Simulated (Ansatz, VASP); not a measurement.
Two plane-wave programs on LiCl

File run.py:

```python
from ase import Atoms
from ase.calculators.vasp import Vasp
from ase.dft.bandgap import bandgap

atoms = Atoms(
    ['Cl', 'Li'],
    cell=[[0.0, 2.56477, 2.56477], [2.56477, 0.0, 2.56477], [2.56477, 2.56477, 0.0]],
    scaled_positions=[[0.5, 0.5, 0.5], [0.0, 0.0, 0.0]],
    pbc=True,
)
calc = Vasp(
    directory='calc',
    xc='pbe',
    pp='PBE',
    setups='minimal',
    prec='Accurate',
    encut=500,
    ediff=1e-06,
    ismear=0,
    sigma=0.05,
    lreal=False,
    lasph=True,
    nelm=60,
    algo='Fast',
    isif=2,
    lwave=False,
    lcharg=False,
    kpts=[9, 9, 9],
    gamma=True,
)
atoms.calc = calc

print('energy (eV):', atoms.get_potential_energy())
print('free energy (eV):', atoms.get_potential_energy(force_consistent=True))
print('forces (eV/A):')
print(atoms.get_forces())
print('stress (eV/A^3, Voigt):', atoms.get_stress())
print('Fermi level (eV):', calc.get_fermi_level())
gap, top, bottom = bandgap(calc)
print('band gap (eV):', gap, 'from (spin, k, band)', top, 'to', bottom)
```

File input.yaml:

```yaml
crystal:
  lattice:
    - [0.0, 2.56477, 2.56477]
    - [2.56477, 0.0, 2.56477]
    - [2.56477, 2.56477, 0.0]
  atoms:
    - { symbol: Cl, position: [0.5, 0.5, 0.5] }
    - { symbol: Li, position: [0.0, 0.0, 0.0] }
hamiltonian:
  xc: pbe
  pseudopotentials: { kind: paw }
kpoints:
  mp_grid: { grid: [9, 9, 9] }
scf:
  occupations: { method: gaussian, width: 0.05 }
output:
  forces: true
  stress: true
  eigenvalues: true
  write_density: true
  write_potential: true
  elf: true
  volumetric_format: npy
```

Alike in both runs: task single point; functional PBE; k mesh 9 × 9 × 9; occupations gaussian, width 0.05 eV; no spin polarisation.

|  | VASP | Ansatz |
| --- | --- | --- |
| version | VASP 6.6.1 | Ansatz 0.2.0 |
| potentials or method | VASP PAW PBE potentials, release 64 (Cl, Li) | Ansatz PAW |
| plane-wave cutoff (eV) | 500 | 420 |
| valence electrons in the cell | 8 | 10 |

|  | VASP | Ansatz | Ansatz less VASP |
| --- | --- | --- | --- |
| gap on the k mesh at the Fermi level (eV) | 6.33 | 6.33 | 0.000 |
| least direct gap on the mesh (eV) | 6.33 | 6.33 | 0.000 |
| pressure (GPa) | 0.4 | 0.4 | +0.03 |

The two sets of potentials don't hold the same shells in valence.

Caveats: an odd mesh through Γ misses points on the zone boundary, where band edges often lie (VASP); odd divisions of the mesh miss points on the zone boundary, where band edges often lie, so the gap on the mesh can be too wide (Ansatz).
